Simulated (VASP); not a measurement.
Set up this calculation in VASP 6.6.1, as the native input.

| Quantity | Value |
| --- | --- |
| Task | single point |
| Functional | TPSSh |
| Potentials or basis | VASP PAW PBE potentials, release 64 (Sb) |
| Cutoff | 520 eV |
| k mesh | 4 × 4 × 4 |
| Occupations | gaussian, width 0.01 eV |
| Spin | no spin polarisation |
| Grid for exact exchange (PRECFOCK) | Normal |
| Exchange at q = 0 | truncated |
| Further INCAR settings | ALGO = Normal; EDIFF = 1e-06 |

The system is Sb.

```
Sb
1.0
     2.21018    1.27605    3.85565
    -2.21018    1.27605    3.85565
     0.00000   -2.55209    3.85565
Sb
2
Direct
  0.76651 0.76651 0.76651
  0.23349 0.23349 0.23349
```

The cell isn't the ideal one: volume scaled by 1.08.

These files were run (other wordings do the same):

POSCAR

```
Sb
4.6238
    0.478000369955      0.275973642264      0.833871223799
   -0.478000369955      0.275973642264      0.833871223799
    0.000000000000     -0.551947284528      0.833871223799
Sb
2
Direct
    0.7665100000      0.7665100000      0.7665100000
    0.2334900000      0.2334900000      0.2334900000
```

INCAR.step1

```
SYSTEM = Sb
PREC = Accurate
ENCUT = 520
EDIFF = 1E-5
ISMEAR = 0
SIGMA = 0.01
LREAL = .FALSE.
LASPH = .TRUE.
NELM = 80
ALGO = Normal
ISIF = 2
LWAVE = .TRUE.
LCHARG = .FALSE.
GGA = PE
```

INCAR.step2

```
SYSTEM = Sb
PREC = Accurate
ENCUT = 520
EDIFF = 1E-6
ISMEAR = 0
SIGMA = 0.01
LREAL = .FALSE.
LASPH = .TRUE.
NELM = 80
ALGO = Normal
ISIF = 2
LWAVE = .FALSE.
LCHARG = .FALSE.
METAGGA = TPSS
LHFCALC = .TRUE.
AEXX = 0.1
LMIXTAU = .TRUE.
PRECFOCK = Normal
HFRCUT = -1
ISTART = 1
```

KPOINTS

```
regular mesh
0
G
  4 4 4
  0 0 0
```

Potentials or basis: VASP PAW PBE potentials, release 64 (Sb).

The run is started by

```sh
$ cat potpaw_PBE.64/Sb/POTCAR > POTCAR
$ cp INCAR.step1 INCAR
$ mpirun -np 1 vasp_std > vasp.out
$ cp INCAR.step2 INCAR
$ mpirun -np 1 vasp_std > vasp.out
```

Results of the run:

The pressure is -3.1 GPa, the largest force is 0.618 eV/Å and the band gap on the k mesh is 0.40 eV, direct.

Caveat: the k mesh is coarse (spacing up to 0.43 Å⁻¹), so the values aren't converged, least of all with exact exchange; the PAW data sets were made with another functional, which shifts forces and pressure a little; spin-orbit coupling is left out, which moves the levels of the heavy elements.

Wall time 12 min on 1 thread of Intel(R) Xeon(R) Platinum 8375C CPU @ 2.90GHz (Ice Lake) (shared host), peak memory 0.22 GiB.
